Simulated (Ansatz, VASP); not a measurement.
**Two plane-wave programs on Rh**

File INCAR:

```
SYSTEM = Rh
  PREC = Accurate
  ENCUT = 600
  EDIFF = 1E-6
  ISMEAR = -1
  SIGMA = 0.05
  LREAL = .FALSE.
  LASPH = .TRUE.
  NELM = 100
  ALGO = Fast
  ISIF = 3
  LWAVE = .FALSE.
  LCHARG = .FALSE.
  GGA = RE
  IVDW = 13
  IBRION = 2
  NSW = 60
  EDIFFG = -0.01
```

KPOINTS

```
Automatic mesh
0
G
  12 12 12
  0 0 0
```

File POSCAR:

```
Rh
1.0
    0.0000000000      1.8978500000      1.8978500000
    1.8978500000      0.0000000000      1.8978500000
    1.8978500000      1.8978500000      0.0000000000
Rh
1
Direct
    0.0000000000      0.0000000000      0.0000000000
```

Contents of input.yaml:

```yaml
crystal:
  lattice:
    - [0.0, 1.89785, 1.89785]
    - [1.89785, 0.0, 1.89785]
    - [1.89785, 1.89785, 0.0]
  atoms:
    - { symbol: Rh, position: [0.0, 0.0, 0.0] }
hamiltonian:
  xc: revpbe
  pseudopotentials: { kind: paw }
  dispersion: d4
kpoints:
  mp_grid: { grid: [12, 12, 12] }
scf:
  occupations: { method: fermi_dirac, width: 0.05 }
output:
  forces: true
  stress: true
  write_density: true
  write_potential: true
  elf: true
  volumetric_format: npy
relax:
  f_tol: 0.01
  max_steps: 40
  cell: { stress_tol: 0.05 }
```

Alike in both runs: task relaxation of cell and atoms; functional revPBE; dispersion D4; k mesh 12 × 12 × 12; occupations fermi-dirac, width 0.05 eV; no spin polarisation.

|  | VASP | Ansatz |
| --- | --- | --- |
| version | VASP 6.6.1 | Ansatz 0.2.0 |
| potentials or method | VASP PAW PBE potentials, release 64 (Rh_pv) | Ansatz PAW |
| plane-wave cutoff (eV) | 600 | 420 |
| valence electrons in the cell | 15 | 17 |

```csv
,VASP,Ansatz,Ansatz less VASP
"gap on the k mesh at the Fermi level, each at its own relaxed structure (eV)",none,none,-
relaxed volume (Å³/atom),13.42,13.42,-0.004
relaxed cell length with the largest relative difference (Å),2.668,2.667,-0.0003
energy change over the relaxation (meV/atom),-4,-4,+0.1
```

A gap of «none» marks a metal or a gap that the smearing closes. The two sets of potentials don't hold the same shells in valence.

Caveats: pairwise dispersion overbinds metals, which lowers pressure and volume; the PAW data sets were made with another functional, which shifts forces and pressure a little (VASP); the plane-wave basis is chosen anew once the cell has moved, so the energies of steps on either side of that aren't comparable (Ansatz); the PAW data sets come from PBE, with cores solved anew for the run's functional, which leaves a small shift of forces and pressure (Ansatz).
